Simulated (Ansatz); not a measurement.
# Chalcopyrite CuInS₂

The numbers are results of r²SCAN (PAW; Ansatz, a program for electronic structure), not measurements.

Run with plane-wave cutoff 560 eV, 10×10×10 k mesh, Fermi–Dirac smearing 0.01 eV, no spin polarisation, scalar-relativistic PAW data made under PBE.

Cell: relaxed at this level.

For chalcopyrite CuInS₂, the equilibrium volume per atom is 21.21 Å³/atom, the bulk modulus B0 is 73.6 GPa and the lattice constant a is 5.522 Å. The c axis length is 11.128 Å and the band gap is 0.36 eV. The pressure derivative B′ of the bulk modulus comes out as 4.8.

Measured, for comparison: band gap 1.55 eV (temperature not stated, not corrected to a static lattice, direct or pseudo-direct at Γ; as tabulated in Ghosh et al. (2024), arXiv:2401.16805); lattice constant a 5.523 Å, lattice parameter c 11.133 Å (298 K, not corrected to a static lattice; as tabulated in Abstract on Scilit: Piezoelectric nonlinear optic CuGaS2 and CuInS2 crystal …). Computed (rounded) less measured: lattice constant a 0.0 %, lattice parameter c 0.0 %.

Note: the bulk modulus comes from volumes at which shape and atoms were relaxed.

Spin–orbit coupling is not included.

Computed values are for the static lattice.
